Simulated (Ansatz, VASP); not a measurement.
**SiC: VASP beside Ansatz**

Contents of INCAR:

```
SYSTEM = SiC
ALGO = Normal
EDIFF = 1E-8
ENCUT = 520
GGA = PS
ISIF = 2
ISMEAR = -1
LASPH = .True.
LCHARG = .False.
LEFG = .True.
LREAL = .False.
LWAVE = .False.
NBANDS = 16
NELM = 60
PREC = Accurate
SIGMA = 0.08
```

The input KPOINTS:

```
k-points
0
Gamma
  15 15 8
  0 0 0
```

Contents of POSCAR:

```
SiC
1.0
    3.0144782423      0.0000000000      0.0000000000
   -1.5072391211      2.6106147370      0.0000000000
    0.0000000000      0.0000000000      5.0480000000
Si C
2 2
Direct
    0.3333333333      0.6666666667      0.0000000000
    0.6666666667      0.3333333333      0.5000000000
    0.3333333333      0.6666666667      0.3850000000
    0.6666666667      0.3333333333      0.8850000000
```

Input for Ansatz:

```yaml
crystal:
  lattice:
    - [3.0144782423, 0.0, 0.0]
    - [-1.5072391211, 2.610614737, 0.0]
    - [0.0, 0.0, 5.048]
  atoms:
    - { symbol: Si, position: [0.3333333333, 0.6666666667, 0.0] }
    - { symbol: Si, position: [0.6666666667, 0.3333333333, 0.5] }
    - { symbol: C, position: [0.3333333333, 0.6666666667, 0.385] }
    - { symbol: C, position: [0.6666666667, 0.3333333333, 0.885] }
kpoints:
  mp_grid: { grid: [15, 15, 8] }
scf:
  occupations: { method: fermi_dirac, width: 0.08 }
hamiltonian:
  xc: pbesol
  pseudopotentials: { kind: paw }
output:
  forces: true
  stress: true
  eigenvalues: true
  efg: { contact_densities: true }
```

Change from the starting cell: equal xx and yy strain of -2 %, PAW files.

Alike in both runs: task electric field gradients; functional PBEsol; k mesh 15 × 15 × 8; occupations fermi-dirac, width 0.08 eV; no spin polarisation.

|  | VASP | Ansatz |
| --- | --- | --- |
| version | VASP 6.6.1 | Ansatz 0.2.0 |
| potentials or method | VASP PAW PBE potentials, release 64 (Si, C) | PAW with Ansatz's default frozen-core files, scalar-relativistic |
| plane-wave cutoff (eV) | 520 | 420 |
| valence electrons in the cell | 16 | 16 |

Ansatz gave:

* pressure (GPa): 10.7
* largest component of the traceless stress (GPa): 12.01
* rms of the force components (eV/Å): 0.576
* Vzz of the field gradient on the site that differs most (V/Å²): 23.6

Task: Estimate VASP's values.

Result: Pressure (GPa): 11.1; largest component of the traceless stress (GPa): 12.12; rms of the force components (eV/Å): 0.580; Vzz of the field gradient on the site that differs most (V/Å²): 24.6.

Atom by atom the forces differ by 0.004 eV/Å (rms over components).

Caveats: the PAW data sets were made with another functional, which shifts forces and pressure a little (VASP); an odd mesh through Γ misses points on the zone boundary, where band edges often lie.
